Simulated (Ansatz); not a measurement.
Input of an Ansatz 0.2.0 run:

input.yaml

```yaml
crystal:
  lattice:
    - [2.9065, 0.0, 0.0]
    - [-1.45325, 2.5171028361, 0.0]
    - [0.0, 0.0, 2.8366]
  atoms:
    - { symbol: W, position: [0.0, 0.0, 0.0] }
    - { symbol: C, position: [0.6666666667, 0.3333333333, 0.5] }
hamiltonian:
  xc: pbe
  pseudopotentials: { kind: paw }
kpoints:
  mp_grid: { grid: [10, 10, 9] }
scf:
  occupations: { method: gaussian, width: 0.011 }
output:
  forces: true
  stress: true
  eigenvalues: true
  write_density: true
  write_potential: true
  elf: true
  volumetric_format: npy
```

Potentials or basis: Ansatz PAW.

Command:

```sh
$ ansatz run input.yaml --threads 2 --pin off --max-ram 5632MiB --backend cpu --events-out ev --progress --plain --runs-dir out
```

Predict the band gap on the k mesh.

none (metal or under the smearing width).

Predict the pressure.

5.6 GPa.

Stress tensor (GPa, compression positive):
```
5.90 0.00 0.00
0.00 5.90 0.00
0.00 0.00 5.00
```

Caveat: the pressure holds a Pulay correction of +0.3 GPa for the finite cutoff. Spin-orbit coupling is left out, which matters for the levels of W.
